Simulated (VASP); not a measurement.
Set up this calculation in VASP 6.6.1, as the native input.

* Task: relaxation of cell and atoms
* Functional: PBEsol
* Potentials or basis: VASP PAW PBE potentials, release 64 (Si, C)
* Cutoff: 600 eV
* k mesh: 10 × 10 × 10
* Occupations: gaussian, width 0.03 eV
* Spin: no spin polarisation
* Further INCAR settings: ALGO = Normal; EDIFF = 1e-06; IBRION = 2; EDIFFG = -0.01; NSW = 90; ISIF = 3

The structure of SiC (Moissanite 3C) lies in POSCAR:

```
SiC
1.0
    0.0000000000      2.1790000000      2.1790000000
    2.1790000000      0.0000000000      2.1790000000
    2.1790000000      2.1790000000      0.0000000000
Si C
1 1
Direct
    0.0000000000      0.0000000000      0.0000000000
    0.2500000000      0.2500000000      0.2500000000
```

The input as run:

INCAR

```
ALGO     = Normal         # electronic algorithm
EDIFF    = 1E-6           # SCF threshold, eV
EDIFFG   = -0.01          # ionic threshold
ENCUT    = 600            # plane-wave cutoff, eV
GGA      = PS             # functional
IBRION   = 2              # ionic algorithm
ISIF     = 3              # what is computed and relaxed
ISMEAR   = 0              # smearing method
LASPH    = T              # aspherical terms in the spheres
LCHARG   = F              # write CHGCAR
LREAL    = F              # projectors in reciprocal space
LWAVE    = F              # write WAVECAR
NELM     = 80             # most SCF steps
NSW      = 90             # ionic steps
PREC     = Accurate       # precision mode
SIGMA    = 0.03           # smearing width, eV
```

KPOINTS

```
k-points
0
Gamma
  10 10 10
```

Potentials or basis: VASP PAW PBE potentials, release 64 (Si, C).

Launch:

```sh
$ cat potpaw_PBE.64/Si/POTCAR potpaw_PBE.64/C/POTCAR > POTCAR
$ mpirun -np 1 vasp_std > vasp.out
```

It gave:

```
Pressure after relaxing : 0.0 GPa
Band gap on the k mesh  : 1.23 eV, indirect (least direct gap 4.44 eV)
```

Caveat: the relaxation stopped at its first step, so nothing moved; the PAW data sets were made with another functional, which shifts forces and pressure a little.

It took 5.5 s on 1 thread of Intel(R) Xeon(R) 6975P-C (Granite Rapids), on a shared host, peak memory 0.15 GiB.
